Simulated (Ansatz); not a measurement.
# C in Ansatz: projected density of states with PBE

Aim: the projected density of states of C with PBE.

Everything below comes from runs of Ansatz 0.2.0. Logs are shortened: lines on timing, memory, paths and dates and some standing lists are left out, and cuts for length are marked.

**1. The undisturbed crystal**

The cell holds a slab with vacuum, 4 atoms: a = 2.456 Å, b = 2.456 Å, c = 23.524 Å, α = 90.00°, β = 90.00°, γ = 120.00°.

**2. Projected density of states, PBE (the (0 0 1) slab of C, cut from the database cell, not relaxed)**

input.yaml reads:

```yaml
crystal:
  lattice:
    - [2.4561701622, 0.0, 0.0]
    - [-1.2280850811, 2.1271057565, 0.0]
    - [0.0, 0.0, 23.52380336]
  atoms:
    - { symbol: C, position: [0.33333333, 0.66666666, 0.3188259945] }
    - { symbol: C, position: [0.66666667, 0.33333334, 0.3188259945] }
    - { symbol: C, position: [0.33333333, 0.66666666, 0.6811740055] }
    - { symbol: C, position: [0.66666667, 0.33333334, 0.6811740055] }
kpoints:
  mp_grid: { grid: [12, 12, 1] }
  band_path:
    path:
      - [0.0, 0.0, 0.0]
      - [0.5, 0.0, 0.0]
      - [0.3333333333, 0.3333333333, 0.0]
      - [0.0, 0.0, 0.0]
      - [0.0, 0.0, 0.5]
      - [0.5, 0.0, 0.5]
      - [0.3333333333, 0.3333333333, 0.5]
      - [0.0, 0.0, 0.5]
    npoints: 6
scf:
  occupations: { method: fermi_dirac, width: 0.05 }
hamiltonian:
  xc: pbe
  pseudopotentials: { kind: all_electron, lapw: { basis_error: 0.002 } }
output:
  forces: true
  stress: true
  eigenvalues: true
  fatbands: false
  dos: { projected: true, de: 0.2, e_range: [-20, 10] }
  populations: true
```

Potentials or basis: all-electron LAPW, scalar-relativistic.

On the command line:

```sh
> ansatz run input.yaml --threads 4 --pin off --max-ram 14336MiB --backend cpu --events-out ev --progress --plain --runs-dir out
```

The program printed:

```text
Warning: RAYON_NUM_THREADS=4 ignored (pool sized by the plan → 4); use --threads N
C: projections on atomic orbitals take those of the free atom 1s2 2s2 2p2, of charge +0.00 (hamiltonian.pseudopotentials.projection_atoms)
LAPW: plane waves up to 11.249 Å⁻¹, error target 2.0e-3 eV per atom; small_component_spin mean_spin; C in spheres of 0.709 Å, 6 of its electrons in bands, Dirac shells [] (how accurate: hamiltonian.pseudopotentials.lapw.basis_error, Limitations)
Engine: ansatz 0.2.0, x86_64-unknown-linux-gnu
Pseudopotentials: kind: all_electron
Pseudopotential: C, LAPW, valence charge 6, lapw/all_electron/scalar/gaussian/C, Koelling and Harmon's equation, gaussian nucleus
Functional definition: PBE
  parameter kappa = 0.804
  parameter beta = 0.06672455060314922
  exchange = pbe_x(kappa = kappa, mu = beta*pi^2/3)
  correlation = pbe_c(beta = beta)
Crystal: 4 atoms, lattice volume = 122.901 Å³
Basis set: ecut = 482.1173616536894 eV, 3019 PW (Γ), exchange–correlation at level 2
Bands: 16, of which v1, the nominal top of the filled ones, is band 12 counted from 1 (11 counted from 0)
Symmetry: 24 space group operations
Space group: P6/mmm (ITA 191), of the structure as read, at distance tolerance 5.0e-5 Å
k-points: 19 of 144
Non-local potential: C, projectors of the file, none
Initial density: superposition of atomic densities (neutral atoms: chi_scale 0, normalization atom)
Initial wavefunctions: plane waves of lowest kinetic energy (no species holds an atomic orbital)
Functional: x = pbe(κ = 0.804, μ = 0.2195149727645171), c = pbe(β = 0.06672455060314922)
iter 1 solved again at ethr=2.21e-2 eV; its pass at ethr=1.00e-1 eV (dr2=5.31e0 eV) is discarded
SCF iter   1: F=—  HF=-4150.010637 eV  |F-HF|=—  |Δ(HF+E_count)|=         —  Δρ=6.85e-2  dr2=5.35e0  ethr=2.21e-2  ⟨swp⟩=2.8  Hψ=2080  notcnv=0
preconditioner: auto → LDOS  [metal: Δε(μ)=0.000 eV  Ē_g=16.468 eV  σ=0.050 eV  W_gap=0.00  n_scr=14 (ndim 8)  ℏωp=13.4 eV  f_vac=0.665  D(μ)=0.56/eV (n_scr^D=6)  β→1.0]
iter 2 solved again at ethr=4.14e-4 eV; its pass at ethr=2.21e-2 eV (dr2=9.95e-2 eV) is discarded
SCF iter   2: F=—  HF=-4147.439922 eV  |F-HF|=—  |Δ(HF+E_count)|=    2.57e0  Δρ=1.49e-2  dr2=9.88e-2  ethr=4.14e-4  ⟨swp⟩=3.5  Hψ=1750  notcnv=0  defer=11
SCF iter   3: F=—  HF=-4147.457065 eV  |F-HF|=—  |Δ(HF+E_count)|=         —  Δρ=1.65e-3  dr2=2.46e-3  ethr=4.12e-4  ⟨swp⟩=3.8  Hψ=1006  notcnv=0  defer=2
the basis was enlarged: its passes take 104.2 KiB over the memory plan, 4 of 4 planned eigensolver slots
SCF iter   4: F=—  HF=-4147.457380 eV  |F-HF|=—  |Δ(HF+E_count)|=   3.15e-4  Δρ=1.61e-4  dr2=1.12e-5  ethr=1.03e-5  ⟨swp⟩=3.1  Hψ=927  notcnv=0  defer=2
SCF iter   5: F=—  HF=-4147.457399 eV  |F-HF|=—  |Δ(HF+E_count)|=   1.93e-5  Δρ=1.74e-5  dr2=1.66e-7  ethr=4.68e-8  ⟨swp⟩=3.0  Hψ=865  notcnv=0
SCF iter   6: F=-4147.457400 eV  HF=-4147.457400 eV  |F-HF|=4.15e-9  |Δ(HF+E_count)|=   3.76e-7  Δρ=1.88e-6  dr2=5.30e-9  ethr=6.92e-10  ⟨swp⟩=3.7  Hψ=930  notcnv=0
SCF 1 converged in 6 iterations: F = -4147.457400 eV  dr2 = 5.30e-9
NSCF: frozen V_eff on 43 k-points
SCF converged after 6 iterations
Free energy (F): -4147.457400 eV
Harris-Foulkes:  -4147.457400 eV  (|F-HF|=4.15e-9)
Internal energy: -4147.453549 eV  (E = F + TS)
E sigma→0 (E₀):  -4147.455474 eV
Entropy (-TS):   -0.003851 eV (-0.963 meV/atom)
Fermi energy:    -0.924872 eV
--- Per-component energies (eV) ---
  E_band       = -2296.568086
  E_kinetic    = 4135.192504
  E_xc         = -588.868535
  E_electrostatic = -7693.777519  (all electrons and nuclei)
  E_smearing   = -0.003851  (= −TS)
  E_closure    = 0.000000  (closes the sum)
  E_atoms      = -4110.531295  (free atoms, spherical and without spin; not in F)
  Σ components = -4147.457400   (vs F -4147.457400, Δ=0.00e0)
  Basis errors (estimates in eV, not in F): energy 1.4e-3 per atom: plane waves 1.3e-3 (8.6e-4 summed), levels above the bands 8.0e-45, relativity 1.8e-8, radial functions 7.1e-5, core shells 0.0e0; eigenvalues (radial functions only) 3.6e-6; not estimated: angular momenta, meshes, grids; target (lapw.basis_error) 2.0e-3; muffin-tin radii C 0.709 Å
--- Forces (eV/Å), atoms counted from 1 ---
  atom   1  C      0.00000000    -0.00000000    -0.00000428
  atom   2  C      0.00000000     0.00000000    -0.00000428
  atom   3  C      0.00000000    -0.00000000     0.00000428
  atom   4  C     -0.00000000     0.00000000     0.00000428
  max |Σ_I F_I| component: 2.96e-16 eV/Å
--- Stress (GPa, compression-positive) ---
        1.495595       0.000000       0.000000
        0.000000       1.495595       0.000000
        0.000000       0.000000      -0.003858
  P = ⅓ Tr σ = 0.9958 GPa (9.958 kbar)
--- Band table (eV; the first three rows and the last of 19) ---
  k-point 0: bands = ["-266.8458", "-266.8458", "-266.8190", "-266.8190", "-20.5434", "-20.5434", "-8.6239", "-8.6237", "-3.9763", "-3.9763", "-3.9763", "-3.9763", "2.1311", "2.4646", "2.9384", "3.7245"]
  k-point 1: bands = ["-266.8454", "-266.8454", "-266.8194", "-266.8194", "-20.3783", "-20.3783", "-8.4262", "-8.4260", "-4.6295", "-4.6294", "-4.3184", "-4.3184", "2.3561", "2.6882", "3.1657", "3.9478"]
  k-point 2: bands = ["-266.8442", "-266.8442", "-266.8205", "-266.8205", "-19.8850", "-19.8850", "-7.8382", "-7.8380", "-6.2749", "-6.2749", "-5.1191", "-5.1191", "3.0312", "3.3588", "3.8466", "4.6157"]
  k-point 18: bands = ["-266.8324", "-266.8324", "-266.8324", "-266.8324", "-13.5655", "-13.5655", "-13.5655", "-13.5655", "-11.5782", "-11.5782", "-0.9249", "-0.9249", "-0.9248", "-0.9248", "9.6936", "9.7108"]
--- Löwdin populations: 4 sites ---
  site symbol       q [e]
     0      C      5.9551
     1      C      5.9551
     2      C      5.9551
     3      C      5.9551
  spilling = 0.007483 (of n_electrons = 24.000000)
```

Run time: 39 s. Hardware: 4 threads of Intel Xeon at 2.50GHz (Skylake/Cascade Lake), shared host; peak memory 0.64 GiB.

Results:

* Free energy: -4147.4574 eV
* Band gap along the path: none (metal or under the smearing width)
* Work function: 4.21 eV

Levels at the corners of the path, in eV from the Fermi level:
| point | band 10 | band 11 | band 12 | band 13 | band 14 | band 15 |
| --- | --- | --- | --- | --- | --- | --- |
| Γ | -3.05 | -3.05 | -3.05 | 3.06 | 3.39 | 3.86 |
| M | -6.46 | -2.38 | -2.38 | 1.68 | 1.68 | 7.49 |
| K | -10.65 | 0.00 | 0.00 | 0.00 | 0.00 | 10.62 |
| Γ | -3.05 | -3.05 | -3.05 | 3.06 | 3.39 | 3.86 |
| A | -3.05 | -3.05 | -3.05 | 3.06 | 3.36 | 3.96 |
| L | -6.46 | -2.38 | -2.38 | 1.68 | 1.68 | 7.49 |
| H | -10.65 | 0.00 | 0.00 | 0.00 | 0.00 | 10.62 |
| A | -3.05 | -3.05 | -3.05 | 3.06 | 3.36 | 3.96 |

States per cell in windows of 1 eV (zero at the Fermi level; states under -8 eV left out):
```csv
from (eV),total,C1 2p,C2 2p,C3 2p,C4 2p,C1 2s,C2 2s
-8.0,1.38,0.31,0.31,0.31,0.31,0.03,0.03
-7.0,2.00,0.47,0.47,0.47,0.47,0.02,0.02
-6.0,1.17,0.28,0.28,0.28,0.28,0.01,0.01
-5.0,1.28,0.31,0.31,0.31,0.31,0.00,0.00
-4.0,1.07,0.27,0.27,0.27,0.27,0.00,0.00
-3.0,0.89,0.22,0.22,0.22,0.22,0.00,0.00
-2.0,0.38,0.09,0.09,0.09,0.09,0.00,0.00
-1.0,0.09,0.02,0.02,0.02,0.02,0.00,0.00
0.0,0.10,0.02,0.02,0.02,0.02,0.00,0.00
1.0,0.66,0.16,0.16,0.16,0.16,0.00,0.00
2.0,0.71,0.17,0.17,0.17,0.17,0.00,0.00
3.0,0.83,0.12,0.12,0.12,0.12,0.00,0.00
4.0,1.16,0.10,0.10,0.10,0.10,0.00,0.00
5.0,1.36,0.09,0.09,0.09,0.09,0.00,0.00
6.0,0.84,0.06,0.06,0.06,0.06,0.00,0.00
7.0,0.85,0.03,0.03,0.03,0.03,0.05,0.05
```
